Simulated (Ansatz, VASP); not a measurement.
HfO2 in VASP and in Ansatz

```
Hf O
1.0
     4.84070    0.00000    0.00000
     0.00000    4.84070    0.00000
     0.00000    0.00000    3.21102
Hf O
2 4
Direct
  0.00000 0.00000 0.93730
  0.50000 0.50000 0.56270
  0.19482 0.80518 0.47988
  0.30518 0.30518 0.02012
  0.69482 0.69482 0.02012
  0.80518 0.19482 0.47988
```

Change from the starting cell: mode 4 frozen in at -0.203 Å, equal normal strain along x, y and z -0.0083.

Alike in both runs: task single point; functional PBE; k mesh 6 × 6 × 8; occupations gaussian, width 0.05 eV; no spin polarisation.

```csv
,VASP,Ansatz
version,VASP 6.6.1,Ansatz 0.2.0
potentials or method,"VASP PAW PBE potentials, release 64 (Hf_pv, O)","scalar-relativistic, plane waves, PAW"
plane-wave cutoff (eV),520,520
valence electrons in the cell,44,76
```

|  | VASP | Ansatz | Ansatz less VASP |
| --- | --- | --- | --- |
| gap on the k mesh at the Fermi level (eV) | 4.19 | 4.24 | +0.055 |
| least direct gap on the mesh (eV) | 4.19 | 4.24 | +0.055 |
| pressure (GPa) | 4.5 | 7.2 | +2.78 |
| largest component of the traceless stress (GPa) | 1.94 | 2.42 | +0.480 |
| rms of the force components (eV/Å) | 0.563 | 0.573 | +0.0096 |

Atom by atom the forces differ by 0.032 eV/Å (rms over components). The two sets of potentials don't hold the same shells in valence.

Caveats: spin-orbit coupling is left out, which moves the levels of the heavy elements; forces of over 1 eV/Å show positions far from the minimum, so gaps and moduli don't describe the material at rest. A k mesh can miss the band edges.
